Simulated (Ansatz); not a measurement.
Al:

```
CELL_PARAMETERS angstrom
0.00000 2.02481 2.02481
2.02481 0.00000 2.02481
2.02481 2.02481 0.00000
ATOMIC_POSITIONS crystal
Al 0.00000 0.00000 0.00000
```

| Property | Result |
| --- | --- |
| Program | Ansatz 0.2.0 |
| Task | relaxation of cell and atoms |
| Functional | revPBE |
| Dispersion | D3(BJ) |
| Potentials or basis | Ansatz PAW |
| Cutoff | 420 eV (not typed: the program's choice for these potentials) |
| k mesh | 11 × 11 × 11 |
| Occupations | fermi-dirac, width 0.05 eV |
| Spin | no spin polarisation |

At the start: volume 16.60 Å³/atom.

**Question.** How do energy, volume and symmetry change on relaxing?

**Answer.** It ends after 5 steps and the volume is 15.46 Å³/atom (-6.9 %); space group Fm-3m (No. 225, to 0.05 Å).

Step by step:
```
step  energy change (eV)  largest force (eV/Å)  volume (Å³)
   1              0.0000                0.0000        16.60
   2             -0.0214                0.0000        15.24
   3             -0.0222                0.0000        15.48
   4             -0.0222                0.0000        15.46
   5             -0.0218                0.0000        15.46
```

Final structure:
```
Al
1.0
     0.00000    1.97712    1.97712
     1.97712    0.00000    1.97712
     1.97712    1.97712    0.00000
Al
1
Cartesian
  0.0000 0.0000 0.0000
```

The cell as given is a measured one (16.60 Å³/atom); revPBE+D3(BJ) puts the equilibrium volume -6.9 % from it, thermal expansion not counted.

Caveat: the plane-wave basis is chosen anew once the cell has moved, so the energies of steps on either side of that aren't comparable; pairwise dispersion overbinds metals, which lowers pressure and volume; the PAW data sets come from PBE, with cores solved anew for the run's functional, which leaves a small shift of forces and pressure.
